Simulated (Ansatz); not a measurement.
**Nuclear-site quantities of Li2Se as the cell is scaled**

```
CELL_PARAMETERS angstrom
0.00000 3.00250 3.00250
3.00250 0.00000 3.00250
3.00250 3.00250 0.00000
ATOMIC_POSITIONS crystal
Li 0.25000 0.25000 0.25000
Li 0.75000 0.75000 0.75000
Se 0.00000 0.00000 0.00000
```

Atom numbers follow the list: Li1, Li2, Se3.

The geometry is COD entry 1011373, unchecked; take it as a test cell.

Computed with DFT, LDA, all-electron PAW with datasets made for the crystal, scalar-relativistic in Ansatz 0.2.0.

Numerical set-up: a Γ-centred 9×9×9 k mesh, Fermi–Dirac smearing of 0.03 eV, cutoff 160 eV (chosen by the program for this cell), no spin polarisation.

The contact density is the mean electron density over the nuclear volume; its changes follow the s electrons' response to bonding and compression. Changes below are taken from the unscaled cell, where it is 91.3409 e/Å³ at Li1, 261677 e/Å³ at Se3.

```csv
V/V(cell),P (GPa),Δρ(0) Li1 (e/Å³),Δρ(0) Se3 (e/Å³)
0.9400,-0.6,0.03,-1.24
0.9600,-1.3,0.02,?
0.9800,-2.0,0.01,-0.41
0.9900,-2.3,0.00,-0.20
1.0000,-2.6,0.00,0.00
1.0100,-2.9,0.00,?
1.0200,-3.1,-0.01,?
1.0400,-3.6,-0.02,0.80
1.0600,-4.0,-0.03,1.18
```

Task: Fill in "Δρ(0) Se3 (e/Å³)" for the row "1.0100".

Result: 0.20.

Task: Fill in "Δρ(0) Se3 (e/Å³)" for the row "1.0200".

Result: 0.40.

Task: Give the missing entry: row "0.9600", column "Δρ(0) Se3 (e/Å³)".

Result: -0.82.

The datasets are made afresh for each cell, so very small changes are uncertain.
